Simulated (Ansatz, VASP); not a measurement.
# One calculation of SiC, two programs

```
Si C
1.0
     0.00000    2.15366    2.15366
     2.15366    0.00000    2.15366
     2.15366    2.15366    0.00000
Si C
1 1
Cartesian
  0.0000 0.0000 0.0000
  3.2305 3.2305 3.2305
```

Alike in both runs: task single point; functional LDA; k mesh 8 × 8 × 8; no spin polarisation.

|  | VASP | Ansatz |
| --- | --- | --- |
| version | VASP 6.6.1 | Ansatz 0.2.0 |
| potentials or method | VASP PAW LDA potentials, release 64 (Si, C), cutoff 520 eV | all-electron LAPW, scalar-relativistic |
| occupations | gaussian, width 0.01 eV | fixed |

|  | VASP | Ansatz | Ansatz less VASP |
| --- | --- | --- | --- |
| gap on the k mesh at the Fermi level (eV) | 1.27 | 1.29 | +0.013 |
| pressure (GPa) | 4.0 | 3.5 | -0.45 |

Ansatz ran all-electron here, so the differences hold the error of VASP's frozen core and of both bases.

A k mesh can miss the band edges. LDA gaps usually lie below the measured ones, often by a third to a half.
